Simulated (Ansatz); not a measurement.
AlN:

```xyz
2
Lattice="0.0000 2.0345 2.0345 2.0345 0.0000 2.0345 2.0345 2.0345 0.0000" Properties=species:S:1:pos:R:3 pbc="T T T"
Al    2.0345    2.0345    2.0345
N     0.0000    0.0000    0.0000
```

Measurements of this composition are mostly on another form, of space group No. 186.

```yaml
Program: Ansatz 0.2.0
Task: relaxation of cell and atoms
Functional: revPBE
Dispersion: D3(BJ)
Potentials_or_basis: Ansatz PAW
Cutoff: "420 eV (not typed: the program's choice for these potentials)"
k_mesh: 11 × 11 × 11
Occupations: fermi-dirac, width 0.05 eV
Spin: no spin polarisation
```

At the start: volume 8.42 Å³/atom.

Task: How do energy, volume and symmetry change on relaxing?

Result: It ends after 7 steps and the volume is 8.12 Å³/atom (-3.6 %); space group Fm-3m (No. 225, to 0.05 Å).

The path:
```csv
step,energy change (eV),largest force (eV/Å),volume (Å³)
1,0.0000,0.0000,16.84
2,-0.0139,0.0000,16.55
3,-0.0198,0.0000,16.23
4,-0.0198,0.0000,16.24
5,-0.0183,0.0000,16.24
6,-0.0183,0.0000,16.23
7,-0.0182,0.0000,16.23
```

Final structure:
```
Al N
1.0
     0.00000    2.00962    2.00962
     2.00962    0.00000    2.00962
     2.00962    2.00962    0.00000
Al N
1 1
Direct
  0.50000 0.50000 0.50000
  0.00000 0.00000 0.00000
```

Caveat: the plane-wave basis is chosen anew once the cell has moved, so the energies of steps on either side of that aren't comparable; the pressure holds a Pulay correction of +0.5 GPa for the finite cutoff; the PAW data sets come from PBE, with cores solved anew for the run's functional, which leaves a small shift of forces and pressure.
